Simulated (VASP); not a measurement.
Level of theory: TPSS meta-GGA, VASP's PBE PAW potentials (set 64) (plane waves; VASP).

The input files of a VASP run:

File KPOINTS:
```
Automatic mesh
0
Gamma
8 8 8
0 0 0
```

POSCAR:
```
Li2O
1
    0.0000000000     2.2530155620     2.2530155620
    2.2530155620     0.0000000000     2.2530155620
    2.2530155620     2.2530155620     0.0000000000
Li O
2 1
Direct
  0.2500000000   0.2500000000   0.2500000000
  0.7500000000   0.7500000000   0.7500000000
  0.0000000000   0.0000000000   0.0000000000
```

INCAR:
```
LCHARG = .FALSE.
ENCUT = 520   # plane-wave cut-off (eV)
SIGMA = 0.05   # width (eV)
ISIF = 2   # forces and stress, cell fixed
LMIXTAU = .TRUE.
NELM = 100
PREC = Accurate
LWAVE = .FALSE.
ISMEAR = 0
SYSTEM = Li2O
LASPH = .TRUE.   # aspherical one-centre terms
EDIFF = 1E-7
METAGGA = TPSS
ALGO = Normal   # blocked Davidson
LREAL = .FALSE.   # projection in real space or not
```

POTCAR, in this order: Li_sv O (PBE.64 set). Program: vasp_std.

Output of the run:

### OUTCAR
```
 ion  position               nearest neighbor table
   1  0.250  0.250  0.250-   3 1.95   3 1.95   3 1.95   3 1.95   2 2.25   2 2.25   2 2.25   2 2.25
                             2 2.25   2 2.25
   2  0.750  0.750  0.750-   3 1.95   3 1.95   3 1.95   3 1.95   1 2.25   1 2.25   1 2.25   1 2.25
                             1 2.25   1 2.25
   3  0.000  0.000  0.000-   2 1.95   2 1.95   2 1.95   1 1.95   2 1.95   1 1.95   1 1.95   1 1.95
  LATTYP: Found a face centered cubic cell.
 ALAT       =     4.5060311240
 Subroutine PRICEL returns:
 Original cell was already a primitive cell.
 Subroutine GETGRP returns: Found 48 space group operations
The static configuration has the point symmetry O_h .
The dynamic configuration has the point symmetry O_h .
 Subroutine INISYM returns: Found 48 space group operations
 Subroutine IBZKPT returns following result:
 Found     29 irreducible k-points:

 Following reciprocal coordinates:
            Coordinates               Weight
  0.000000  0.000000  0.000000      1.000000
  0.125000  0.000000  0.000000      8.000000
  0.250000  0.000000  0.000000      8.000000
  0.375000  0.000000  0.000000      8.000000
  0.500000  0.000000  0.000000      4.000000
  0.125000  0.125000  0.000000      6.000000
  0.250000  0.125000  0.000000     24.000000
  0.375000  0.125000  0.000000     24.000000
  0.500000  0.125000  0.000000     24.000000
 -0.375000  0.125000  0.000000     24.000000
 -0.250000  0.125000  0.000000     24.000000
 -0.125000  0.125000  0.000000     12.000000
  0.250000  0.250000  0.000000      6.000000
  0.375000  0.250000  0.000000     24.000000
  0.500000  0.250000  0.000000     24.000000
 -0.375000  0.250000  0.000000     24.000000
 -0.250000  0.250000  0.000000     12.000000
  0.375000  0.375000  0.000000      6.000000
  0.500000  0.375000  0.000000     24.000000
 -0.375000  0.375000  0.000000     12.000000
  0.500000  0.500000  0.000000      3.000000
  0.375000  0.250000  0.125000     24.000000
  0.500000  0.250000  0.125000     48.000000
 -0.375000  0.250000  0.125000     24.000000
  0.500000  0.375000  0.125000     24.000000
 -0.375000  0.375000  0.125000     48.000000
 -0.250000  0.375000  0.125000     24.000000
 -0.375000  0.500000  0.125000     12.000000
 -0.250000  0.500000  0.250000      6.000000
   k-points           NKPTS =     29   k-points in BZ     NKDIM =     29   number of bands    NBANDS=     10
   number of dos      NEDOS =    301   number of ions     NIONS =      3
   total plane-waves  NPLWV =  13824
   dimension x,y,z NGX =    24 NGY =   24 NGZ =   24
   dimension x,y,z NGXF=    48 NGYF=   48 NGZF=   48
   ions per type =               2   1
   PREC   = accura    normal or accurate (medium, high low for compatibility)
   ISTART =      0    job   : 0-new  1-cont  2-samecut
   ICHARG =      2    charge: 1-file 2-atom 10-const
   ISPIN  =      1    spin polarized calculation?
   LNONCOLLINEAR =      F non collinear calculations
   LSORBIT =      F    spin-orbit coupling
   INIWAV =      1    electr: 0-lowe 1-rand  2-diag
   ENCUT  =  520.0 eV  38.22 Ry    6.18 a.u.   5.92  5.92  5.92*2*pi/ulx,y,z
   NELM   =    100;   NELMIN=  2; NELMDL= -5     # of ELM steps
   EDIFF  = 0.1E-06   stopping-criterion for ELM
   LREAL  =      F    real-space projection
   NLSPLINE    = F    spline interpolate recip. space projectors
   LMAXMIX     =    2 max onsite mixed and CHGCAR
   VOSKOWN=      0    Vosko Wilk Nusair interpolation
   EDIFFG = 0.1E-05   stopping-criterion for IOM
   NSW    =      0    number of steps for IOM
   NBLOCK =      1;   KBLOCK =      1    inner block; outer block
   IBRION =     -1    ionic relax: 0-MD 1-quasi-New 2-CG
   NFREE  =      0    steps in history (QN), initial steepest desc. (CG)
   ISIF   =      2    stress and relaxation
   ISYM   =      2    0-nonsym 1-usesym 2-fastsym
...
```

### OSZICAR
```
       N       E                     dE             d eps       ncg     rms          rms(c)
DAV:   1     0.663740156019E+02    0.66374E+02   -0.63358E+03   588   0.143E+03
DAV:   2    -0.328238468826E-01   -0.66407E+02   -0.63310E+02   842   0.325E+02
DAV:   3    -0.855384744872E+01   -0.85210E+01   -0.84469E+01   966   0.869E+01
DAV:   4    -0.885029442425E+01   -0.29645E+00   -0.29523E+00   920   0.174E+01
DAV:   5    -0.885303927234E+01   -0.27448E-02   -0.27395E-02  1012   0.148E+00    0.898E+00
DAV:   6    -0.184586863735E+02   -0.96056E+01   -0.78767E+01   596   0.106E+02    0.104E+01
DAV:   7    -0.182392142555E+02    0.21947E+00   -0.36418E+00   850   0.202E+01    0.755E+00
DAV:   8    -0.183396131839E+02   -0.10040E+00   -0.56051E+00   852   0.256E+01    0.290E+00
DAV:   9    -0.180936530389E+02    0.24596E+00   -0.42237E+00   630   0.150E+01    0.272E+00
DAV:  10    -0.186054189495E+02   -0.51177E+00   -0.13622E+00   610   0.113E+01    0.361E-01
DAV:  11    -0.179243228194E+02    0.68110E+00   -0.32539E-01   718   0.893E+00    0.286E-01
DAV:  12    -0.181013502948E+02   -0.17703E+00   -0.41490E-01   618   0.784E+00    0.654E-01
DAV:  13    -0.181155669100E+02   -0.14217E-01   -0.10339E-01   834   0.427E+00    0.628E-01
DAV:  14    -0.180962091254E+02    0.19358E-01   -0.66678E-02   604   0.286E+00    0.220E-01
DAV:  15    -0.181020096491E+02   -0.58005E-02   -0.20319E-02   636   0.235E+00    0.916E-02
DAV:  16    -0.181011724275E+02    0.83722E-03   -0.10389E-02   752   0.154E+00    0.872E-02
DAV:  17    -0.181011154207E+02    0.57007E-04   -0.16014E-02   604   0.164E+00    0.261E-02
DAV:  18    -0.181014079809E+02   -0.29256E-03   -0.79717E-04   610   0.356E-01    0.137E-02
DAV:  19    -0.181014196539E+02   -0.11673E-04   -0.43529E-05   820   0.720E-02    0.156E-02
DAV:  20    -0.181014099918E+02    0.96621E-05   -0.80557E-06   676   0.371E-02    0.960E-03
DAV:  21    -0.181014636208E+02   -0.53629E-04   -0.95911E-05   620   0.122E-01    0.164E-02
DAV:  22    -0.181014448713E+02    0.18749E-04   -0.16621E-05   606   0.453E-02    0.870E-03
DAV:  23    -0.181014566428E+02   -0.11771E-04   -0.73131E-06   642   0.469E-02    0.736E-03
DAV:  24    -0.181014589409E+02   -0.22981E-05   -0.23966E-06   902   0.207E-02    0.646E-03
DAV:  25    -0.181014630112E+02   -0.40703E-05   -0.11454E-05   696   0.561E-02    0.446E-03
DAV:  26    -0.181014619758E+02    0.10354E-05   -0.13012E-05   774   0.574E-02    0.284E-03
DAV:  27    -0.181014601283E+02    0.18475E-05   -0.15235E-06   692   0.208E-02    0.380E-04
DAV:  28    -0.181014609965E+02   -0.86819E-06   -0.10669E-06   610   0.137E-02    0.668E-04
DAV:  29    -0.181014616855E+02   -0.68892E-06   -0.13217E-06   700   0.174E-02    0.491E-04
DAV:  30    -0.181014619827E+02   -0.29724E-06   -0.10165E-07   640   0.502E-03    0.404E-04
DAV:  31    -0.181014617027E+02    0.27997E-06   -0.50173E-07   612   0.103E-02    0.506E-04
DAV:  32    -0.181014613143E+02    0.38847E-06   -0.23216E-07   774   0.772E-03    0.233E-04
DAV:  33    -0.181014614562E+02   -0.14189E-06   -0.10530E-07   614   0.426E-03    0.741E-05
DAV:  34    -0.181014615460E+02   -0.89797E-07   -0.17641E-08   322   0.201E-03
   1 F= -.18101462E+02 E0= -.18101462E+02  d E =-.277143E-18
```

### OUTCAR
```
------------------------ aborting loop because EDIFF is reached ----------------------------------------
  FORCE on cell =-STRESS in cart. coord.  units (eV):
  Direction    XX          YY          ZZ          XY          YZ          ZX
  --------------------------------------------------------------------------------------
  Total        0.8695280      0.8695280      0.8695280      0.0000000      0.0000000      0.0000000
  in kB       60.9076103     60.9076103     60.9076103      0.0000000      0.0000000      0.0000000
  external PRESSURE =      60.9076103 kB  Pullay stress =       0.0000000 kB
  volume of cell :       22.87
      direct lattice vectors                 reciprocal lattice vectors
     0.000000000  2.253015562  2.253015562    -0.221924788  0.221924788  0.221924788
     2.253015562  0.000000000  2.253015562     0.221924788 -0.221924788  0.221924788
     2.253015562  2.253015562  0.000000000     0.221924788  0.221924788 -0.221924788
 POSITION                                       TOTAL-FORCE (eV/Angst)
 -----------------------------------------------------------------------------------
      1.12651      1.12651      1.12651        -0.000000     -0.000000     -0.000000
      3.37952      3.37952      3.37952         0.000000      0.000000      0.000000
      0.00000      0.00000      0.00000         0.000000      0.000000      0.000000
 -----------------------------------------------------------------------------------
    total drift:                               -0.000000      0.000000      0.000000
  FREE ENERGIE OF THE ION-ELECTRON SYSTEM (eV)
  ---------------------------------------------------
  free  energy   TOTEN  =       -18.1014615460 eV

  energy  without entropy=      -18.1014615460  energy(sigma->0) =      -18.10146155
```
(Selected blocks of OUTCAR.)

The compound is Li2O in the antifluorite structure. This cell is one point of a volume scan, at 0.94 of the reference volume.
